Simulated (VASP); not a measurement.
# Ga2O3 (C2/m) in VASP: a series of runs

One crystal, Ga2O3, is run at these levels: BLYP, PBE; tasks: band structure, dielectric tensor.

Program: VASP 6.6.1. These are calculated values, not measurements. Logs are shortened: lines on timing, memory, paths and dates and some standing lists are left out, and cuts for length are marked.

## Step 1: The structure

The structure is monoclinic, space group C2/m (No. 12). Conventional cell: a = 12.214 Å, b = 3.037 Å, c = 5.798 Å, α = 90.00°, β = 103.83°, γ = 90.00°. Ga (site symmetry m) is surrounded by 6 O at 1.94 to 2.07 Å. Ga (site symmetry m) has 4 O at 1.83 to 1.86 Å as nearest neighbours. Around O (site symmetry m) lie 3 Ga at 1.83 to 1.94 Å. O (site symmetry m) has 4 Ga at 1.86 to 2.07 Å as nearest neighbours. O (site symmetry m) is surrounded by 3 Ga at 1.83 to 1.94 Å.

## Step 2: Band structure, BLYP

INCAR

```
SYSTEM = Ga2O3
AGGAC    = 1.0          
AGGAX    = 1.0          
ALDAC    = 0.0          
ALDAX    = 1.0          
ALGO     = Normal         ! electronic algorithm
EDIFF    = 1E-7           ! SCF threshold, eV
ENCUT    = 520            ! plane-wave cutoff, eV
GGA      = B5             ! functional
ISIF     = 2              ! what is computed and relaxed
ISMEAR   = -1             ! smearing method
LASPH    = .TRUE.         ! aspherical terms in the spheres
LCHARG   = .FALSE.        ! write CHGCAR
LREAL    = .FALSE.        ! projectors in reciprocal space
LWAVE    = .FALSE.        ! write WAVECAR
NELM     = 100            ! most SCF steps
PREC     = Accurate       ! precision mode
SIGMA    = 0.05           ! smearing width, eV
```

KPOINTS

```
k-points
0
G
  9 9 5
  0 0 0
```

POSCAR

```
Ga2O3
1.0
    6.1070000000     -1.5185500000      0.0000000000
    6.1070000000      1.5185500000      0.0000000000
   -1.3859888959      0.0000000000      5.6300087380
Ga O
4 6
Direct
    0.3413400000      0.3413400000      0.6859800000
    0.6586600000      0.6586600000      0.3140200000
    0.9095000000      0.9095000000      0.2054000000
    0.0905000000      0.0905000000      0.7946000000
    0.5041000000      0.5041000000      0.7434000000
    0.4959000000      0.4959000000      0.2566000000
    0.8267000000      0.8267000000      0.4368000000
    0.1733000000      0.1733000000      0.5632000000
    0.8355000000      0.8355000000      0.8902000000
    0.1645000000      0.1645000000      0.1098000000
```

KPOINTS_OPT

```
path XGY,LGZ,NGM,RG
15
line-mode
reciprocal
 0.0000000000  0.5000000000  0.0000000000  X
 0.0000000000  0.0000000000  0.0000000000  G

 0.0000000000  0.0000000000  0.0000000000  G
 0.0000000000  0.0000000000 -0.5000000000  Y

 0.0000000000  0.5000000000 -0.5000000000  L
 0.0000000000  0.0000000000  0.0000000000  G

 0.0000000000  0.0000000000  0.0000000000  G
-0.5000000000 -0.5000000000  0.5000000000  Z

-0.5000000000  0.0000000000  0.5000000000  N
 0.0000000000  0.0000000000  0.0000000000  G

 0.0000000000  0.0000000000  0.0000000000  G
-0.5000000000 -0.5000000000  0.0000000000  M

-0.5000000000  0.0000000000  0.0000000000  R
 0.0000000000  0.0000000000  0.0000000000  G
```

Potentials or basis: VASP PAW PBE potentials, release 64 (Ga_d, O).

Launch:

```bash
> cat potpaw_PBE.64/Ga_d/POTCAR potpaw_PBE.64/O/POTCAR > POTCAR
> mpirun -np 1 vasp_std > vasp.out
```

OUTCAR:

```text
SYSTEM = Ga2O3
   EDIFF = 1E-7
   ENCUT = 520
   GGA = B5
   ISIF = 2
   ISMEAR = -1
   LASPH = .TRUE.
   LREAL = .FALSE.
   NELM = 100
   PREC = Accurate

 ion  position               nearest neighbor table
   1  0.341  0.341  0.686-   5 1.94   9 1.94   9 1.94   8 2.01   7 2.07   7 2.07
   2  0.659  0.659  0.314-   6 1.94  10 1.94  10 1.94   7 2.01   8 2.07   8 2.07
   3  0.910  0.910  0.205-   6 1.83   6 1.83   9 1.83   7 1.86
   4  0.090  0.090  0.795-   5 1.83   5 1.83  10 1.83   8 1.86
   5  0.504  0.504  0.743-   4 1.83   4 1.83   1 1.94
   6  0.496  0.496  0.257-   3 1.83   3 1.83   2 1.94
   7  0.827  0.827  0.437-   3 1.86   2 2.01   1 2.07   1 2.07
   8  0.173  0.173  0.563-   4 1.86   1 2.01   2 2.07   2 2.07
   9  0.836  0.836  0.890-   3 1.83   1 1.94   1 1.94
  10  0.164  0.164  0.110-   4 1.83   2 1.94   2 1.94

  LATTYP: Found a base centered monoclinic cell.
 ALAT       =    12.2140000000
 B/A-ratio  =     0.2486572785
 C/A-ratio  =     0.4747093499
 COS(beta)  =    -0.2390419096

  Lattice vectors:

 A1 = (   6.1070000000,  -1.5185500000,   0.0000000000)
 A2 = (   6.1070000000,   1.5185500000,   0.0000000000)
 A3 = (  -1.3859888959,   0.0000000000,   5.6300087380)

Analysis of symmetry for initial positions (statically):
=====================================================================
 Subroutine PRICEL returns:
 Original cell was already a primitive cell.

 Routine SETGRP: Setting up the symmetry group for a
 base centered monoclinic supercell.

 Subroutine GETGRP returns: Found  4 space group operations
 (whereof  4 operations were pure point group operations)
 out of a pool of  4 trial point group operations.

The static configuration has the point symmetry C_2h.

Analysis of symmetry for dynamics (positions and initial velocities):
=====================================================================
 Subroutine PRICEL returns:
 Original cell was already a primitive cell.

 Routine SETGRP: Setting up the symmetry group for a
 base centered monoclinic supercell.

 Subroutine GETGRP returns: Found  4 space group operations
 (whereof  4 operations were pure point group operations)
 out of a pool of  4 trial point group operations.

The dynamic configuration has the point symmetry C_2h.

 Subroutine INISYM returns: Found  4 space group operations
[... 117 lines left out ...]
   IBRION =     -1    ionic relax: 0-MD 1-quasi-New 2-CG
   NFREE  =      0    steps in history (QN), initial steepest desc. (CG)
   ISIF   =      2    stress and relaxation
   ISYM   =      2    0-nonsym 1-usesym 2-fastsym
   POTIM  = 0.5000    time-step for ionic-motion
   TEBEG  =    0.0;   TEEND  =   0.0 temperature during run
   PSTRESS=    0.0 pullay stress
   NELECT =      88.0000    total number of electrons
   NUPDOWN=      -1.0000    fix difference up-down
   EMIN   =  10.00;   EMAX   =-10.00  energy-range for DOS
   EFERMI =   0.00;   METHOD = LEGACY
   ISMEAR =    -1;   SIGMA  =   0.05  broadening in eV -4-tet -1-fermi 0-gaus
   EFERMI_NEDOS =   21; number of points for ismear=-14 and -15
   IALGO  =     38    algorithm
   IMIX   =      4    mixing-type and parameters
     AMIX     =   0.40;   BMIX     =  1.00
     AMIX_MAG =   1.60;   BMIX_MAG =  1.00
  volume/ion in A,a.u.               =      10.44        70.47
  Fermi-wavevector in a.u.,A,eV,Ry     =   1.546335  2.922150 32.533613  2.391153
  Thomas-Fermi vector in A             =   2.651586
   LORBIT       =      0    0 simple, 1 ext, 2 COOP (PROOUT), +10 PAW based schemes
   GGA     = B5    functional components
   LHFCALC =     F    Hartree Fock is set to
   AEXX    =    0.0000 exact exchange contribution
   IVDW    =     0    specifies the selected vdW correction
   LEPSILON=     F    determine dielectric tensor
   LRPA    =     F    only Hartree local field effects (RPA)
 non-spin polarized calculation
  energy-cutoff  :      520.00
  volume of cell :      104.42
 maximum number of plane-waves:      2841
   NGX = 23   NGY = 23   NGZ = 21

 number of electron      88.0000020 magnetization

 Free energy of the ion-electron system (eV)
  ---------------------------------------------------
  ext. energy  EPLUGINS =         0.00000000
  ---------------------------------------------------
  free energy    TOTEN  =       -55.21013395 eV

  energy without entropy =      -55.21013395  energy(sigma->0) =      -55.21013395

 E-fermi :   5.3674     XC(G=0): -11.1706

 val. band max:        4.2096060570   @ k =  -0.4444   0.4444   0.4000
 cond. band min:       6.7344049916   @ k =   0.0000   0.0000   0.0000
 fundamental gap:      2.5247989346
 Fermi energy:         5.3674343286

 k-point     1 :       0.0000    0.0000    0.0000
  band No.  band energies     occupation
      1     -14.6216      2.00000
      2     -13.4783      2.00000
      3     -13.4394      2.00000
      4     -13.3170      2.00000
      5     -12.8400      2.00000
      6     -12.8284      2.00000
[... 1309 lines left out ...]
     51      13.5593      0.00000
     52      13.9135      0.00000

 [... further k-points ...]

------------------------ aborting loop because EDIFF is reached ----------------------------------------

  FORCE on cell =-STRESS in cart. coord.  units (eV):
  Direction    XX          YY          ZZ          XY          YZ          ZX
  --------------------------------------------------------------------------------------
  -------------------------------------------------------------------------------------
  Total       10.6808416     11.7982616     10.6320064      0.0000000      0.0000000      0.2126824
  in kB      163.8777439    181.0224856    163.1284586      0.0000000      0.0000000      3.2632176
  external PRESSURE =     169.3428961 kB  Pullay stress =       0.0000000 kB

 VOLUME and BASIS-vectors are now :
 -----------------------------------------------------------------------------
  energy-cutoff  :      520.00
  volume of cell :      104.42
      direct lattice vectors                 reciprocal lattice vectors
     6.107000000 -1.518550000  0.000000000     0.081873260 -0.329261467  0.020155462
     6.107000000  1.518550000  0.000000000     0.081873260  0.329261467  0.020155462
    -1.385988896  0.000000000  5.630008738     0.000000000  0.000000000  0.177619618

 POSITION                                       TOTAL-FORCE (eV/Angst)
 -----------------------------------------------------------------------------------
      3.21837      0.00000      3.86207         0.028820      0.000000     -0.101076
      7.60965      0.00000      1.76794        -0.028820      0.000000      0.101076
     10.82395      0.00000      1.15640        -0.196696      0.000000     -0.050918
      0.00406      0.00000      4.47360         0.196696      0.000000      0.050918
      5.12673      0.00000      4.18535        -0.271741      0.000000     -0.094032
      5.70128      0.00000      1.44466         0.271741      0.000000      0.094032
      9.49191      0.00000      2.45919         0.026893      0.000000      0.083005
      1.33610      0.00000      3.17082        -0.026893      0.000000     -0.083005
      8.97099      0.00000      5.01183        -0.306431      0.000000      0.095512
      1.85702      0.00000      0.61817         0.306431      0.000000     -0.095512
 -----------------------------------------------------------------------------------
    total drift:                                0.000000      0.000000      0.000000

  FREE ENERGIE OF THE ION-ELECTRON SYSTEM (eV)
  ---------------------------------------------------
  free  energy   TOTEN  =       -55.2101339550 eV

  energy  without entropy=      -55.2101339549  energy(sigma->0) =      -55.21013395
```

OSZICAR:

```text
N       E                     dE             d eps       ncg     rms          rms(c)
DAV:   1     0.122869492304E+04    0.12287E+04   -0.41046E+04 13848   0.312E+03
DAV:   2     0.201972709781E+03   -0.10267E+04   -0.98407E+03 12608   0.818E+02
[... 17 lines left out ...]
DAV:   1     0.889847970202E+05   -0.45770E+05    12576
DAV:   2    -0.169838386975E+05   -0.10597E+06    11352
DAV:   3    -0.417030566685E+05   -0.24719E+05    12868
DAV:   4    -0.437497391992E+05   -0.20467E+04    13136
DAV:   5    -0.438314891281E+05   -0.81750E+02    14328
DAV:   6    -0.438337478153E+05   -0.22587E+01    14004
DAV:   7    -0.438338070085E+05   -0.59193E-01    15508
DAV:   8    -0.438338078062E+05   -0.79770E-03    13980
DAV:   9    -0.438338078243E+05   -0.18174E-04    14800
DAV:  10    -0.438338078246E+05   -0.28726E-06     8092
DAV:  11    -0.438338078247E+05   -0.55159E-07     8144
```

It took 21 min on 1 thread of Intel Xeon Platinum 8488C (Sapphire Rapids), shared host; peak memory 0.81 GiB.

What came out:

```
Free energy             : -55.2101 eV
Pressure                : 16.9 GPa
Largest force           : 0.321 eV/Å
Band gap on the k mesh  : 2.52 eV, indirect (least direct gap 2.55 eV)
Band gap along the path : 2.53 eV, indirect (least direct gap 2.55 eV)
```

Forces on the atoms (eV/Å):
```
Ga   0.029  0.000 -0.101
Ga  -0.029  0.000  0.101
Ga  -0.197  0.000 -0.051
Ga   0.197  0.000  0.051
O   -0.272  0.000 -0.094
O    0.272  0.000  0.094
O    0.027  0.000  0.083
O   -0.027  0.000 -0.083
O   -0.306  0.000  0.096
O    0.306  0.000 -0.096
```

Stress tensor (GPa, compression positive):
```
16.39  0.00  0.33
 0.00 18.10  0.00
 0.33  0.00 16.31
```

Levels at the corners of the path, in eV from the valence-band top:
| point | band 40 | band 41 | band 42 | band 43 | band 44 | band 45 | band 46 | band 47 | band 48 | band 49 |
| --- | --- | --- | --- | --- | --- | --- | --- | --- | --- | --- |
| X | -1.24 | -0.73 | -0.69 | -0.44 | -0.13 | 5.76 | 6.60 | 7.27 | 7.52 | 8.21 |
| Γ | -0.64 | -0.64 | -0.46 | -0.26 | -0.02 | 2.53 | 5.76 | 6.80 | 6.86 | 7.99 |
| Γ | -0.64 | -0.64 | -0.46 | -0.26 | -0.02 | 2.53 | 5.76 | 6.80 | 6.86 | 7.99 |
| Y | -1.38 | -0.63 | -0.61 | -0.46 | -0.28 | 4.86 | 4.98 | 6.78 | 7.27 | 7.94 |
| L | -1.20 | -1.10 | -1.02 | -0.71 | -0.63 | 6.97 | 7.00 | 7.88 | 8.05 | 8.62 |
| Γ | -0.64 | -0.64 | -0.46 | -0.26 | -0.02 | 2.53 | 5.76 | 6.80 | 6.86 | 7.99 |
| Γ | -0.64 | -0.64 | -0.46 | -0.26 | -0.02 | 2.53 | 5.76 | 6.80 | 6.86 | 7.99 |
| Z | -0.67 | -0.60 | -0.58 | -0.57 | 0.00 | 5.25 | 5.41 | 6.35 | 6.60 | 7.18 |
| N | -1.20 | -1.10 | -1.02 | -0.71 | -0.63 | 6.97 | 7.00 | 7.88 | 8.05 | 8.62 |
| Γ | -0.64 | -0.64 | -0.46 | -0.26 | -0.02 | 2.53 | 5.76 | 6.80 | 6.86 | 7.99 |
| Γ | -0.64 | -0.64 | -0.46 | -0.26 | -0.02 | 2.53 | 5.76 | 6.80 | 6.86 | 7.99 |
| M | -1.04 | -0.65 | -0.63 | -0.40 | -0.15 | 4.62 | 4.91 | 5.98 | 6.65 | 8.19 |
| R | -1.24 | -0.73 | -0.69 | -0.44 | -0.13 | 5.76 | 6.60 | 7.27 | 7.52 | 8.21 |
| Γ | -0.64 | -0.64 | -0.46 | -0.26 | -0.02 | 2.53 | 5.76 | 6.80 | 6.86 | 7.99 |

Caveat: so large a pressure means that the cell lies far from this level's equilibrium, or that cutoff or potentials fall short; the potentials were made for another functional, which shifts forces and pressure.

(Continued in part 2 of 3.)
